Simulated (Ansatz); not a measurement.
**ZnCu (Cmmm), axial (c/a) deformation path**

Theory: DFT PBE, scalar-relativistic, plane waves, PAW in Ansatz 0.2.0. The runs took a 420 eV cutoff, a Γ-centred 22×22×14 mesh and Gaussian smearing (0.15 eV). No spin polarisation. Energies are free energies at this smearing, counted from the undisturbed cell; pressure is positive in compression.

Zero of the scan (as given, not relaxed at this level; it stands at 0.2 GPa, and it needn't be the usual structure):

```
Zn Cu
1.0
     1.48804   -2.12128    0.00000
     1.48804    2.12128    0.00000
     0.00000    0.00000    4.14075
Zn Cu
1 1
Cartesian
  1.4880 0.0000 2.0704
  0.0000 0.0000 0.0000
```

At fixed volume and fractional coordinates, lengths along (0.000, 0.000, 1.000) are scaled against those across it; ρ is that ratio over its starting value. The cell is metallic on the mesh throughout.

| ρ | ΔE (meV/atom) | pressure (GPa) |
| --- | --- | --- |
| 0.850 | 68.8 | 3.1 |
| 0.920 | 18.8 | 1.2 |
| 0.960 | 4.0 | 0.5 |
| 1.000 | 0.0 | 0.2 |
| 1.100 | 35.0 | 1.0 |
| 1.200 | 126.9 | 4.1 |